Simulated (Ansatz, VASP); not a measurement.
# GaAs: VASP beside Ansatz

Wanted: the spread between two codes on one cell, functional and k mesh. The cell is taken from a series of VASP runs on this material, whose earlier steps may have relaxed, scaled or displaced it; both programs get it as it stands.

Program: Ansatz 0.2.0. Level of theory: plane waves, with VASP 6.6.1 beside it; relaxation of cell and atoms at PBEsol with D3(BJ) and relaxation of cell and atoms at HSE06. Results are calculated unless marked as measured.

## 1. Starting point

The structure is cubic, space group F-43m (No. 216). The conventional cell has a = 5.606 Å, b = 5.606 Å, c = 5.606 Å, α = 90.00°, β = 90.00°, γ = 90.00°. As has 4 Ga at 2.43 Å nearest. Nearest to Ga lie 4 As at 2.43 Å. Farther neighbours are not listed.

## 2. VASP: relaxation of cell and atoms, PBEsol with D3(BJ)

The relaxed volume is the usual yardstick between codes: its relative difference is about their pressure difference at one cell divided by the bulk modulus.

Lines of VASP's logs that name or quote its potential files are left out, and so is its time.

File INCAR:

```
SYSTEM = GaAs
PREC = Accurate
ENCUT = 450
EDIFF = 1E-06
NELM = 100
ISMEAR = 0
SIGMA = 0.03
LREAL = .FALSE.
ALGO = Normal
GGA = PS
IVDW = 12
NBANDS = 15
LORBIT = 11
LWAVE = .FALSE.
LCHARG = .FALSE.
KPAR = 4
IBRION = 2
NSW = 50
ISIF = 3
EDIFFG = -0.006
```

File POSCAR:

```
GaAs
1.0
    0.0000000000      2.8029408163      2.8029408163
    2.8029408163      0.0000000000      2.8029408163
    2.8029408163      2.8029408163      0.0000000000
As Ga
1 1
Direct
    0.7500000000      0.7500000000      0.7500000000
    0.0000000000      0.0000000000      0.0000000000
```

File KPOINTS:

```
Automatic mesh
0
Gamma
6 6 6
0 0 0
```

The projector-augmented-wave data sets are As and Ga_d (PBE family, release 64).

On the command line:

```bash
$ mpirun -np 4 vasp_std
```

Numbers of over 12 decimals in the logs are rounded to 6 here.

What it wrote:

```text
[banner, memory and clock lines left out]
running    4 mpi-ranks, on    1 nodes
 distrk:  each k-point on    1 cores,    4 groups
 distr:  one band on    1 cores,    1 groups

 POSCAR found type information on POSCAR AsGa
 POSCAR found :  2 types and       2 ions
|                                                                             |
|               ----> ADVICE to this user running VASP <----                  |
|                                                                             |
|     You enforced a specific xc type in the INCAR file but a different       |
|     [... a line on the potential file left out ...]
|     I HOPE YOU KNOW WHAT YOU ARE DOING!                                     |
|                                                                             |

 LDA part: xc-table for (Slater+PW92), standard interpolation
 POSCAR, INCAR and KPOINTS ok, starting setup
 FFT: planning ... GRIDC
 FFT: planning ... GRID_SOFT
 FFT: planning ... GRID
 WAVECAR not read
 entering main loop
       N       E                     dE             d eps       ncg     rms          rms(c)
DAV:   1     0.780099330338E+02    0.78010E+02   -0.84541E+03   488   0.150E+03
DAV:   2    -0.306163315387E+01   -0.81072E+02   -0.77605E+02   578   0.297E+02
DAV:   3    -0.917042221007E+01   -0.61088E+01   -0.60910E+01   557   0.676E+01
DAV:   4    -0.926765309444E+01   -0.97231E-01   -0.97215E-01   621   0.959E+00
DAV:   5    -0.926901300762E+01   -0.13599E-02   -0.13599E-02   564   0.101E+00    0.303E+00
DAV:   6    -0.909221906648E+01    0.17679E+00   -0.24258E-01   754   0.101E+01    0.179E+00
DAV:   7    -0.905726087430E+01    0.34958E-01   -0.66370E-02   703   0.230E+00    0.543E-01
DAV:   8    -0.905544453126E+01    0.18163E-02   -0.10231E-02   592   0.123E+00    0.113E-01
DAV:   9    -0.905561053726E+01   -0.16601E-03   -0.73780E-04   581   0.347E-01    0.421E-02
DAV:  10    -0.905564301072E+01   -0.32473E-04   -0.58224E-05   695   0.830E-02    0.227E-02
DAV:  11    -0.905566390845E+01   -0.20898E-04   -0.24653E-05   515   0.548E-02    0.279E-03
DAV:  12    -0.905566388736E+01    0.21093E-07   -0.98022E-07   506   0.174E-02
   1 F= -.96694721E+01 E0= -.96694721E+01  d E =-.966947E+01
 curvature:   0.00 expect dE= 0.000E+00 dE for cont linesearch  0.000E+00
 trial: gam= 0.00000 g(F)=  0.186E-46 g(S)=  0.500E-05 ort = 0.000E+00 (trialstep = 0.100E+01)
 search vector abs. value=  0.500E-05
 reached required accuracy - stopping structural energy minimisation
```

OUTCAR, selected parts (step 2):

```text
ion  position               nearest neighbor table
   1  0.750  0.750  0.750-   2 2.43   2 2.43   2 2.43   2 2.43
   2  0.000  0.000  0.000-   1 2.43   1 2.43   1 2.43   1 2.43

  LATTYP: Found a face centered cubic cell.
 ALAT       =     5.6058816326

 Subroutine GETGRP returns: Found 24 space group operations
 (whereof 24 operations were pure point group operations)

The static configuration has the point symmetry T_d .

 Found     16 irreducible k-points:

   k-points           NKPTS =     16   k-points in BZ     NKDIM =     16   number of bands    NBANDS=     15

   dimension x,y,z NGX =    28 NGY =   28 NGZ =   28
   dimension x,y,z NGXF=    56 NGYF=   56 NGZF=   56

   ENCUT  =  450.0 eV  33.07 Ry    5.75 a.u.   6.86  6.86  6.86*2*pi/ulx,y,z

   NELECT =      18.0000    total number of electrons

 k-points in reciprocal lattice and weights: Automatic mesh
   0.00000000  0.00000000  0.00000000       0.005
   0.16666667  0.00000000  0.00000000       0.037
   0.33333333  0.00000000  0.00000000       0.037
   0.50000000  0.00000000  0.00000000       0.019
   0.16666667  0.16666667  0.00000000       0.028
   0.33333333  0.16666667  0.00000000       0.111
   0.50000000  0.16666667  0.00000000       0.111
  -0.33333333  0.16666667  0.00000000       0.111
  -0.16666667  0.16666667  0.00000000       0.056
[...]
-0.33333333  0.33333333  0.16666667       0.111
  -0.33333333  0.50000000  0.16666667       0.056

 average (electrostatic) potential at core
       1 -49.9750       2 -66.0247

 E-fermi :   4.2403

 k-point     1 :       0.0000    0.0000    0.0000
  band No.  band energies     occupation
    ...
      5     -10.6935      2.00000
      6      -8.8848      2.00000
      7       4.0561      2.00000
      8       4.0561      2.00000
      9       4.0561      2.00000
     10       4.7006      0.00000
     11       7.7435      0.00000
     12       7.7435      0.00000
     13       7.7435      0.00000
     14      11.5208      0.00000
    ...

 k-point     2 :       0.1667    0.0000    0.0000
  band No.  band energies     occupation
    ...
      5     -10.6936      2.00000
      6      -8.5498      2.00000
      7       1.3056      2.00000
      8       3.6558      2.00000
      9       3.6558      2.00000
     10       5.7360      0.00000
     11       8.3107      0.00000
     12       8.3107      0.00000
     13       8.7510      0.00000
     14      12.9112      0.00000
    ...

 k-point     3 :       0.3333    0.0000    0.0000
  band No.  band energies     occupation
    ...
      5     -10.6917      2.00000
      6      -7.6818      2.00000
      7      -1.4535      2.00000
      8       3.0886      2.00000
      9       3.0886      2.00000
     10       5.2733      0.00000
     11       8.7175      0.00000
     12       8.7175      0.00000
     13      11.3205      0.00000
     14      12.7102      0.00000
    ...

 Edisp (eV)   -0.61381

  Total      -0.00831    -0.00831    -0.00831     0.00000     0.00000     0.00000
  in kB      -0.30233    -0.30233    -0.30233     0.00000     0.00000     0.00000
  external pressure =       -0.30 kB  Pullay stress =        0.00 kB

  energy-cutoff  :      450.00
  volume of cell :       44.04
      direct lattice vectors                 reciprocal lattice vectors
     0.000000000  2.802940816  2.802940816    -0.178384073  0.178384073  0.178384073
     2.802940816  0.000000000  2.802940816     0.178384073 -0.178384073  0.178384073
     2.802940816  2.802940816  0.000000000     0.178384073  0.178384073 -0.178384073

 POSITION                                       TOTAL-FORCE (eV/Angst)
 -----------------------------------------------------------------------------------
      4.20441      4.20441      4.20441        -0.000000      0.000000     -0.000000
      0.00000      0.00000      0.00000         0.000000     -0.000000      0.000000
 -----------------------------------------------------------------------------------
    total drift:                               -0.000001     -0.000001     -0.000001

  FREE ENERGIE OF THE ION-ELECTRON SYSTEM (eV)
  ---------------------------------------------------
  free  energy   TOTEN  =        -9.6694721269 eV

  energy  without entropy=       -9.6694721269  energy(sigma->0) =       -9.66947213

 reached required accuracy - stopping structural energy minimisation

 total charge
# of ion       s       p       d       tot
------------------------------------------
    1        1.207   1.616   0.033   2.855
    2        0.880   0.832  10.000  11.712
--------------------------------------------------
tot          2.087   2.447  10.033  14.567

[... 3 further parts left out ...]
```

The run keeps the 24 symmetry operations of its start, so it cannot find a distortion of lower symmetry.

## 3. Ansatz: relaxation of cell and atoms, PBEsol with D3(BJ)

Ansatz runs on its default PAW (the set named soft_2) files.

The same cell, functional, mesh and smearing now go to Ansatz, which takes its cutoff from its data sets.

File input.yaml:

```yaml
crystal:
  lattice:
    - [0.0, 2.8029408163, 2.8029408163]
    - [2.8029408163, 0.0, 2.8029408163]
    - [2.8029408163, 2.8029408163, 0.0]
  atoms:
    - { symbol: As, position: [0.75, 0.75, 0.75] }
    - { symbol: Ga, position: [0.0, 0.0, 0.0] }
hamiltonian:
  xc: pbesol
  pseudopotentials: { kind: paw }
  dispersion: d3bj
kpoints:
  mp_grid: { grid: [6, 6, 6] }
scf:
  occupations: { method: gaussian, width: 0.03 }
relax:
  f_tol: 0.01
  max_steps: 60
  cell: { stress_tol: 0.05 }
output:
  forces: true
  stress: true
```

On the command line:

```bash
$ ansatz run input.yaml --threads 4 --pin off --max-ram 9216MiB --backend cpu --events-out ev --progress --plain --runs-dir out
```

What it wrote:

```text
Engine: ansatz 0.2.0, aarch64-unknown-linux-gnu
Pseudopotentials: kind: paw
Pseudopotential: As, paw, valence charge 15, recommended cutoff 420 eV (normal), As.paw.azcp
Pseudopotential: Ga, paw, valence charge 13, recommended cutoff 420 eV (normal), Ga.paw.azcp
Functional definition: PBEsol
  exchange = pbesol_x
  correlation = pbesol_c
Crystal: 2 atoms, lattice volume = 44.042 Å³
Basis set: ecut = 420 eV, 869 PW (Γ), exchange–correlation on 54×54×54 points (8 copies of the dense FFT grid, shifted against one another)
Bands: 18, of which v1, the nominal top of the filled ones, is band 14 counted from 1 (13 counted from 0)
Symmetry: 24 space group operations
Space group: F-43m (ITA 216), of the structure as read, at distance tolerance 3.5e-5 Å
k-points: 16 of 216 (time reversal used)
Non-local potential: As, projectors of the file, l = 0: 2, l = 1: 2, l = 2: 3, l = 3: 1
Non-local potential: Ga, projectors of the file, l = 0: 2, l = 1: 2, l = 2: 3, l = 3: 1
PAW form: soft (Blöchl's): semilocal exchange-correlation on the pseudo side does not see the compensation charge
PAW frozen core: As, regenerated for the run's functional, and the local potential with it (the file was generated under x = pbe(κ = 0.804, μ = 0.219515), c = pbe(β = 0.066725))
PAW frozen core: Ga, regenerated for the run's functional, and the local potential with it (the file was generated under x = pbe(κ = 0.804, μ = 0.219515), c = pbe(β = 0.066725))
PAW one-centre angular grid: As, 590 points (default); XC on 64 Gauss nodes
PAW one-centre angular grid: Ga, 590 points (default); XC on 64 Gauss nodes
Initial density: superposition of atomic densities (neutral atoms: chi_scale 0, normalization atom), corrected by the library's trained network
Initial wavefunctions: pseudopotential atomic-orbital guess
Functional: x = pbesol(κ = 0.804, μ = 0.123457), c = pbesol(β = 0.046)
SCF iter   1: F=—  HF=-8557.442172 eV  |F-HF|=—  |Δ(HF+E_count)|=         —  Δρ=2.79e-3  dr2=5.48e-3  ethr=1.77e-3  ⟨swp⟩=5.9  Hψ=1349  notcnv=0
preconditioner: auto → none  [insulator: Δε(μ)=0.621 eV  Ē_g=15.522 eV  σ=0.030 eV  W_gap=1.00  n_scr=14 (ndim 8)  ℏωp=23.7 eV  f_vac=0.078  D(μ)=0.00/eV (n_scr^D=0)  ε∞_Penn≈3.3]
SCF iter   2: F=—  HF=-8557.439612 eV  |F-HF|=—  |Δ(HF+E_count)|=   2.56e-3  Δρ=9.70e-4  dr2=3.79e-4  ethr=1.96e-5  ⟨swp⟩=2.9  Hψ=657  notcnv=0
SCF iter   3: F=—  HF=-8557.439651 eV  |F-HF|=—  |Δ(HF+E_count)|=   3.91e-5  Δρ=3.65e-4  dr2=5.70e-5  ethr=1.35e-6  ⟨swp⟩=2.0  Hψ=432  notcnv=0
SCF iter   4: F=—  HF=-8557.439650 eV  |F-HF|=—  |Δ(HF+E_count)|=   1.47e-6  Δρ=1.83e-4  dr2=9.34e-6  ethr=2.04e-7  ⟨swp⟩=2.0  Hψ=432  notcnv=0
SCF iter   5: F=—  HF=-8557.439654 eV  |F-HF|=—  |Δ(HF+E_count)|=   4.52e-6  Δρ=3.08e-5  dr2=2.35e-7  ethr=3.34e-8  ⟨swp⟩=2.0  Hψ=432  notcnv=0
SCF iter   6: F=-8557.439655 eV  HF=-8557.439655 eV  |F-HF|=4.53e-10  |Δ(HF+E_count)|=   2.38e-7  Δρ=2.39e-6  dr2=1.79e-9  ethr=3.57e-10  ⟨swp⟩=4.0  Hψ=910  notcnv=0
SCF 1 converged in 6 iterations: F = -8557.439655 eV  dr2 = 1.79e-9
  greatest PAW one-centre occupation: 0.999 electrons in one spin orbital (limit 2), on the As atom at site 0 (counted from 0), in its partial waves of l = 2
relax step   1: F+E_penalty+E_count = -8557.43965454 eV  Δ(F+E_penalty+E_count) = +0.000e0 eV  max|allowed force component| = 1.307e-16 eV/Å  Δτ_max = 0.0000 Å  P = -0.123 GPa  Ω = 44.042 Å³  (6 SCF iters, dr2 threshold 1.00e-7 eV, accepted)
[...]
relax step   2: F+E_penalty+E_count = -8557.43969286 eV  Δ(F+E_penalty+E_count) = -3.832e-5 eV  max|allowed force component| = 2.255e-17 eV/Å  Δτ_max = 0.0000 Å  P = -0.023 GPa  Ω = 43.984 Å³  energy of the carried Pulay correction = +1.151e-5 eV  (3 SCF iters, dr2 threshold 3.80e-8 eV, accepted)
[...]
relax step   3: F+E_penalty+E_count = -8557.43969287 eV  Δ(F+E_penalty+E_count) = -1.267e-8 eV  max|allowed force component| = 3.990e-17 eV/Å  Δτ_max = 0.0000 Å  P = -0.024 GPa  Ω = 43.984 Å³  stress off target by 2.37e-2 GPa  SCF on the basis re-selected at this cell (its energy is not comparable with the rows above)  (5 SCF iters)
basis re-selected at this cell: Δ(F+E_penalty+E_count) = -1.267e-8 eV, ΔP = -0.000 GPa vs the last step (what re-selecting the basis moved, of the pressure what is left beyond the Pulay correction that the steps carried, after the strain that the cell walked since its last selection, with what the two solves' SCF thresholds leave and, on support functions, any second-order correction that the steps lacked; it is no m [...]
SCF converged after 5 iterations
Free energy (F): -8557.439693 eV
Harris-Foulkes:  -8557.439693 eV  (|F-HF|=0.00e0)
Internal energy: -8557.439693 eV  (E = F + TS)
E sigma→0 (E₀):  -8557.439693 eV
Fermi energy:    8.749241 eV
--- Per-component energies (eV) ---
  E_band       = -307.174412
  E_kinetic    = 220.259209
  E_local      = -3879.987719  (includes V_loc(G=0)·N_el)
  E_nonlocal   = -242.217496
  E_hartree    = 1956.661654
  E_xc         = -147.651236
  E_vxc        = -137.977469  (∫ρ·V_xc dr)
  E_paw        = -3742.761214  (= ΣΔE_a)
  E_vpaw       = -180.574162  (= ΣTr[D̂ρ^β])
  E_aug_tail   = -0.000099  (compensation charges beyond the density's cutoff)
  E_ewald      = -2722.957410
  E_disp       = -0.614789  (pairwise vdW)
  E_core_change = 1.829407  (= ΣΔE_core)
  E_smearing   = -0.000000  (= −TS)
  E_closure    = -0.000000  (closes the sum)
  Σ components = -8557.439693   (vs F -8557.439693, Δ=0.00e0)
--- Forces (eV/Å), atoms counted from 1 ---
  atom   1  As     0.00000000     0.00000000    -0.00000000
  atom   2  Ga    -0.00000000    -0.00000000     0.00000000
  max |Σ_I F_I| component: 6.82e-17 eV/Å
--- Stress (GPa, compression-positive) ---
       -0.023681      -0.000000      -0.000000
       -0.000000      -0.023681       0.000000
       -0.000000       0.000000      -0.023681
  P = ⅓ Tr σ = -0.0237 GPa (-0.237 kbar)
--- Relaxed structure (2 steps of the walk, 2 accepted, 1 SCFs on fresh bases) ---
  F+E_penalty+E_count = -8557.43969287 eV   max|allowed force component| = 3.990e-17 eV/Å   (the final SCF, on the basis selected at the relaxed cell)
  cell:  # Å, volume = 43.9838 Å³
    - [0, 2.801696, 2.801696]
    - [2.801696, 0, 2.801696]
    - [2.801696, 2.801696, 0]
  atoms:
    - { symbol: As, position: [0.750000, 0.750000, 0.750000] }
    - { symbol: Ga, position: [0, 0, 0] }
```

It took 1.6 s on 4 threads of Arm Neoverse V2, shared host; peak memory 0.32 GiB; 3.8 s of CPU time.

## 4. Side by side

Known differences besides the potentials themselves: both relaxations stop at a tolerance, which leaves soft axes loose, and VASP keeps its plane-wave basis; the data sets hold 28 valence electrons in Ansatz (default PAW (the set named soft_2) files) and 18 in VASP; the cutoff is 420 eV in Ansatz and 450 eV in VASP; Ansatz makes its cores anew for this functional, VASP keeps those of its PBE data sets; VASP leaves aspherical gradient terms in its spheres out (LASPH is not set), Ansatz keeps them; Ansatz adds a Pulay correction to the stress that steers its cell, VASP none. Total energies have different zeros and are not compared.

Compared:

```
                                         quantity  Ansatz   VASP  difference
                                      volume (Å³)   43.98  44.04     -0.13 %
edge a after relaxation, in the typed setting (Å)   3.962  3.964     -0.05 %
```

The walks stopped with -0.02 GPa left in Ansatz and -0.03 GPa in VASP; each walk ends within a tolerance, so the volume difference is uncertain by about these residues over the bulk modulus, most in soft cells.

[end of part 1 of 2]

[Lines on the potential files, build, host, timing and source positions are cut from VASP's logs without a mark.]

[Logs are printed without paths, hosts, clocks, repeated set-up lines and the standing remarks that a program may print on its own settings, such as how far it seeks lower states.]

[Hosts, paths, dates, database ids (printed as entryN), source tags and the programs' standing remarks are cut or masked in the printed files.]
